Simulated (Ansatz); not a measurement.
# ZnS: a line through a two-coordinate scan

How does the energy of ZnS (P6_3mc, No. 186; 4 atoms in the cell) vary with amplitude of mode 5 (70 cm⁻¹), at amplitude of mode 4 (70 cm⁻¹) = −0.065 Å?

Method: DFT PBE, scalar-relativistic, plane waves, PAW, in Ansatz 0.2.0.

3 further runs of the same task are left out: 3 set aside as unsound or not needed.

## (1) The starting structure

Symmetry: P6_3mc, No. 186, hexagonal system. Conventional cell: a = 3.846 Å, b = 3.846 Å, c = 6.304 Å, α = 90.00°, β = 90.00°, γ = 120.00°. Zn (site symmetry 3m) is surrounded by 4 S at 2.36 Å. S (site symmetry 3m) has 4 Zn at 2.36 Å as nearest neighbours.

Coordinates:

```xyz
4
Lattice="3.8456 0.0000 0.0000 -1.9228 3.3304 0.0000 0.0000 0.0000 6.3037" Properties=species:S:1:pos:R:3 pbc="T T T"
Zn    0.0000    2.2202    0.0328
Zn    1.9228    1.1101    3.1846
S     0.0000    2.2202    2.3942
S     1.9228    1.1101    5.5460
```

This cell was relaxed beforehand with the same method: volume 20.18 Å³/atom, gap on the mesh 2.08 eV.

## (2) Plan of the line

The energy is mapped over two normal modes frozen in (zone-centre modes of the cell shown).

The axes are (1) amplitude of mode 4 (70 cm⁻¹), largest displacement: 7 values from −0.196 Å; (2) amplitude of mode 5 (70 cm⁻¹), largest displacement: 7 values from −0.196 Å.

Nothing else is relaxed (the cell and all other modes fixed). Energies count from the relaxed high-symmetry cell. Points are written as (first, second).

The modes come from a phonon run on the reference cell, made beforehand.

Displacement patterns for an amplitude of 1 (Å):

| atom | x1 | y1 | z1 | x2 | y2 | z2 |
| --- | --- | --- | --- | --- | --- | --- |
| Zn1 | 1.000 | 0.000 | 0.000 | 0.000 | 1.000 | 0.000 |
| Zn2 | -1.000 | 0.000 | 0.000 | 0.000 | -1.000 | 0.000 |
| S3 | -0.808 | 0.000 | 0.000 | 0.000 | -0.808 | 0.000 |
| S4 | 0.808 | 0.000 | 0.000 | 0.000 | 0.808 | 0.000 |

## (3) Grid point (−0.065 Å, −0.196 Å)

File input.yaml:

```yaml
crystal:
  lattice:
    - [3.8455587354, 0.0, 0.0]
    - [-1.9227793677, 3.3303515566, 0.0]
    - [0.0, 0.0, 6.3037246812]
  atoms:
    - { symbol: Zn, position: [0.2869263831, 0.607814021, 0.0052003729] }
    - { symbol: Zn, position: [0.7130736169, 0.392185979, 0.5052003729] }
    - { symbol: S, position: [0.370834776, 0.7142254721, 0.3797996271] }
    - { symbol: S, position: [0.629165224, 0.2857745279, 0.8797996271] }
basis:
  ecutwfc: 520.0
kpoints:
  mp_grid: { grid: [9, 9, 4] }
hamiltonian:
  xc: pbe
scf:
  occupations: { method: gaussian, width: 0.05 }
output:
  forces: true
  stress: true
  eigenvalues: true
```

Command:

```console
$ ansatz run input.yaml --threads 1 --pin off --max-ram 2048MiB --backend cpu --events-out ev --progress --plain --runs-dir out
```

The session goes on with these runs: the other points of the line.

**Question.** What will these runs give? Wanted: for each run, amplitude of mode 5; energy; slope; pressure; largest force on an atom.

**Answer**, as computed:

| amplitude of mode 5 (70 cm⁻¹), largest displacement (Å) | step | energy (meV) | slope (meV per Å) | pressure (GPa) | band gap on the k-mesh (eV) | largest force on an atom (eV/Å) |
| --- | --- | --- | --- | --- | --- | --- |
| −0.196 | 3 | 68 | −637 | −0.32 | 1.996 | 0.26 |
| −0.131 | 4 | 34 | −417 | −0.17 | 2.016 | 0.18 |
| −0.065 | 5 | 14 | −208 | −0.07 | 2.038 | 0.12 |
| 0.000 | 6 | 7 | −3 | −0.04 | 2.054 | 0.08 |
| 0.065 | 7 | 13 | 208 | −0.07 | 2.046 | 0.11 |
| 0.131 | 8 | 34 | 434 | −0.17 | 2.011 | 0.19 |
| 0.196 | 9 | 70 | 679 | −0.32 | 1.962 | 0.29 |

Energies count from the relaxed high-symmetry cell. Slopes come from the forces (and the stress, where the cell changes), not from differences of energies.

**Reading.** Along the line the energy is lowest at 0.000 Å, 7 meV from the zero. A fit to energies and slopes at the lowest point and its two neighbours puts the minimum at 0.0010 Å, with a curvature of about 3200 meV per Å². The highest point computed, at 0.196 Å, lies 64 meV above the lowest. This is one cut through a surface in two coordinates; the map's lowest point lies off it.

These are semilocal Kohn-Sham gaps, which aren't the measured quantity. Such gaps usually fall short of the measured ones.
